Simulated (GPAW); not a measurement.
# Mo in GPAW: the effect of target pressure

Crystal: Mo.

```
Mo
1.0
    -1.58381    1.58381    1.58381
     1.58381   -1.58381    1.58381
     1.58381    1.58381   -1.58381
Mo
1
Cartesian
  0.0000 0.0000 0.0000
```

Alike in all runs:

```yaml
Program: GPAW 26.7.0
Task: relaxation of cell and atoms
Functional: PBE
Potentials_or_basis: GPAW PAW data sets (gpaw-data 1.2.1)
Cutoff: 600 eV
Basis: pw
k_mesh: 12 × 12 × 12
Occupations: fermi-dirac, width 0.05 eV
Spin: no spin polarisation
```

Each run relaxes the cell or the atoms first.

```tsv
target pressure	target pressure	relaxed volume (Å³/atom)
0 GPa	-	15.74
2 GPa	2 GPa	15.64
5 GPa	5 GPa	?
10 GPa	10 GPa	15.21
20 GPa	20 GPa	14.74
30 GPa	30 GPa	14.34
```

Question: What does the run with target pressure 5 GPa give?

Answer: Relaxed volume 15.47 Å³/atom.

Worked out: In Murnaghan's law V^(-B') rises as a straight line in P. The other rows fit best with B' = 3.6, V0 = 15.75 Å³/atom and B0 = 269 GPa, which gives 15.47 Å³/atom at 5 GPa, against the run's 15.47.

Caveats: later steps reuse the first step's grids.
